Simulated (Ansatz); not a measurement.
# BN: the band gap up the ladder of functionals

One table from this session's results is given with a row withheld; the runs are named, their logs left out.

Program: Ansatz 0.2.0. PAW datasets, plane waves. The cell comes from a prototype generator: it can be a known phase or a hypothetical one. Spin polarisation is off.

### The system as given

The cell was relaxed beforehand with r2SCAN.

The symmetry is P6_3/mmc (No. 194, hexagonal); a = 2.501 Å, c = 6.893 Å in the conventional setting, 9.33 Å³ an atom. Near B stand 3 N at 1.44 Å; near N stand 3 B at 1.44 Å.

Structure file:

Space group P6_3/mmc (No. 194). a = 2.501 Å, b = 2.501 Å, c = 6.893 Å, α = 90.00°, β = 90.00°, γ = 120.00°
```tsv
atom	site	symmetry	x	y	z
B	2c	-6m2	0.3333	0.6667	0.2500
N	2d	-6m2	0.6667	0.3333	0.2500
```

Set-up of the first run:

input.yaml

```yaml
crystal:
  lattice:
    - [2.5008383104, 0.0, 0.0]
    - [-1.2504191552, 2.1657895075, 0.0]
    - [0.0, 0.0, 6.8931205922]
  atoms:
    - { symbol: B, position: [0.3333333333, 0.6666666667, 0.25] }
    - { symbol: B, position: [0.6666666667, 0.3333333333, 0.75] }
    - { symbol: "N", position: [0.6666666667, 0.3333333333, 0.25] }
    - { symbol: "N", position: [0.3333333333, 0.6666666667, 0.75] }
kpoints:
  mp_grid: { grid: [12, 12, 4] }
  band_path:
    path:
      - [[0.0, 0.0, 0.0], [0.5, -6.239200914532e-17, -5.757085884773e-18], [0.3333333333333, 0.3333333333333, -1.151417176955e-17], [0.0, 0.0, 0.0], [-8.279886939698e-52, 2.967890836551e-35, 0.5], [0.5, -6.290806614109e-17, 0.5], [0.3333333333333, 0.3333333333333, 0.5], [-8.279886939698e-52, 2.967890836551e-35, 0.5]]
      - [[0.5, -6.290806614109e-17, 0.5], [0.5, -6.239200914532e-17, -5.757085884773e-18]]
      - [[0.3333333333333, 0.3333333333333, 0.5], [0.3333333333333, 0.3333333333333, -1.151417176955e-17]]
    npoints: 10
hamiltonian:
  xc: pbe
scf:
  occupations: { method: fermi_dirac, width: 0.02 }
  n_extra_bands: 5
output:
  forces: true
  stress: true
  eigenvalues: true
  write_density: true
  write_potential: true
  elf: true
  volumetric_format: npy
```

Launch:

```sh
> ansatz run input.yaml --threads 2 --pin off --max-ram 2211MiB --backend cpu --events-out ev --progress --plain --runs-dir out
```

Steps of the session up to this table: Band structure with PBE; Single point with r2SCAN; HSE06 at the same geometry; PBE0 at the same geometry; LDA at the same geometry; One-shot GW from PBE; DDH-PBE0 at the same geometry; r2SCANh at the same geometry; Single point with LC-ωPBE.

One table of the session follows, with a row left open; its other results are not shown here.

| level | gap (eV) |
| --- | --- |
| PBE | 4.33 |
| r2SCAN | 4.89 |
| HSE06 | ? |
| PBE0 | 6.40 |
| LDA | 4.15 |
| G0W0@PBE (111 empty bands) | 5.87 |
| G0W0@PBE (276 empty bands) | 6.04 |
| DDH-PBE0 | 6.44 |
| r2SCANh | 5.63 |
| LC-ωPBE | 11.15 |

Estimate the missing values for HSE06.

As computed: gap (eV): 5.65. In the column «gap (eV)» it lies between r2SCANh (5.63) and G0W0@PBE (111 empty bands) (5.87).

Meshes: PBE 12×12×4, r2SCAN 12×12×4, HSE06 9×9×4, PBE0 9×9×4, LDA 12×12×4, DDH-PBE0 9×9×4, r2SCANh 9×9×4, LC-ωPBE 9×9×4.

In words: LDA gives the least gap, 4.15 eV, and LC-ωPBE the largest, 11.15 eV. Against G0W0@PBE, PBE is short by 1.71 eV, at 72 % of it, and r2SCAN 81 %. PBE0 lies 0.74 eV above HSE06, which differs from it by screening the long-range exchange. No extrapolation in bands, cutoff or mesh was made for G0W0.

Caveats from the session: Warnings in the runs' records: stress exchange threshold loose, stress scf threshold loose.
